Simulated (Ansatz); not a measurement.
# Guessed and relaxed cells of C

The guess for C was made by a generator: random cell by space group and Wyckoff sites (Pm-3m, No. 221). The dimensions are guesses.

start.cif

```cif
data_structure
_symmetry_space_group_name_H-M 'Pm-3m'
_symmetry_Int_Tables_number 221
_cell_length_a 2.6104
_cell_length_b 2.6104
_cell_length_c 2.6104
_cell_angle_alpha 90.000
_cell_angle_beta 90.000
_cell_angle_gamma 90.000
_cell_volume 17.79
loop_
_atom_site_label
_atom_site_type_symbol
_atom_site_symmetry_multiplicity
_atom_site_Wyckoff_symbol
_atom_site_fract_x
_atom_site_fract_y
_atom_site_fract_z
_atom_site_occupancy
C1 C 3 d 0.50000 0.00000 0.00000 1
```

These are results of Ansatz 0.2.0, DFT PBE, scalar-relativistic, plane waves, PAW, not measurements. Cutoff 420 eV, Gaussian smearing, Γ-centred meshes. Cell and atoms relax first on a coarse mesh and then on a finer one. In between, the cell is made exact in the group found at 0.06 Å. In metals the finer mesh still leaves noise of several meV/atom or more. The steps can't lower the symmetry of their start. No spin polarisation in the relaxation; trial moments died out in a coarse test.

end.cif

```cif
data_structure
_symmetry_space_group_name_H-M 'Pm-3m'
_symmetry_Int_Tables_number 221
_cell_length_a 2.6198
_cell_length_b 2.6198
_cell_length_c 2.6198
_cell_angle_alpha 90.000
_cell_angle_beta 90.000
_cell_angle_gamma 90.000
_cell_volume 17.98
loop_
_atom_site_label
_atom_site_type_symbol
_atom_site_symmetry_multiplicity
_atom_site_Wyckoff_symbol
_atom_site_fract_x
_atom_site_fract_y
_atom_site_fract_z
_atom_site_occupancy
C1 C 3 d 0.50000 0.00000 0.00000 1
```

The symmetry stays Pm-3m (No. 221). The volume per atom grows by 1.1 %, from 5.9 to 6.0 Å³. The shortest distance stays 1.85 Å (C–C).

| Item | Value |
| --- | --- |
| Volume per atom | 5.99 Å³ |
| Density | 3.33 g/cm³ |
| Energy over the standard state | +3.65 eV/atom |
| Gap on the 18×18×18 mesh of the 3-atom cell | 0 eV (a metal) |

Energies count from the standard state of C at the same level. It lies above the standard state, so it could only be metastable.

The last run used Gaussian smearing of 0.10 eV. The reference form of C is held partly by dispersion forces, which this level lacks. Symmetry constrained the relaxation, so the result can be a saddle point. In all, the 3 runs took 37 s on 1 thread of Intel(R) Xeon(R) Processor @ 2.50GHz (Skylake/Cascade Lake) (shared host). Another cell of C relaxed alike, in P4/mmm, lies 2.68 eV/atom lower, so this cell isn't the stable form at this level.
